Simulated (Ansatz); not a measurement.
**Y: hydrostatic pressure series**

These are results of Ansatz, DFT PBE, scalar-relativistic, plane waves, PAW, not measurements. (420 eV cutoff, 15×15×4 k-mesh, Gaussian smearing of 0.10 eV, no spin polarisation)

Reference structure (relaxed):

```xyz
4
Lattice="3.5993 0.0000 0.0000 -1.7996 3.1171 0.0000 0.0000 0.0000 11.5725" Properties=species:S:1:pos:R:3 pbc="T T T"
Y     0.0000    0.0000    0.0000
Y     0.0000    2.0780    2.8931
Y     0.0000    0.0000    5.7862
Y     1.7996    1.0390    8.6794
```

Cell and atoms are relaxed at each pressure within the symmetry of the start, at zero temperature, so transitions that lower the symmetry aren't seen. The k-mesh given is that at zero pressure and may differ at others. a, b and c are the lengths of the cell vectors above.

```
P (GPa) V (Å³/atom) V/V0  a (Å) b (Å) c (Å)
     -3        35.42  1.091  3.708  3.708  11.900
      0        32.46  1.000  3.599  3.599  11.572
      3        30.33  0.934  3.518  3.518  11.318
      8        27.70  0.854  3.413  3.413  10.985
     15        25.15  0.775  3.306  3.306  10.627
     30        21.64  0.667  3.147  3.147  10.091
     60        17.65  0.544  2.943  2.943   9.410
```

(1) What bulk modulus and pressure derivative fit these points?

(2) Which cell vector or vectors give way most up to 60 GPa?

Results:

(1) A third-order Birch–Murnaghan fit gives B0 = 39 GPa and B0' = 3.3.

(2) c: the changes are a -18.2 %, b -18.2 %, c -18.7 %.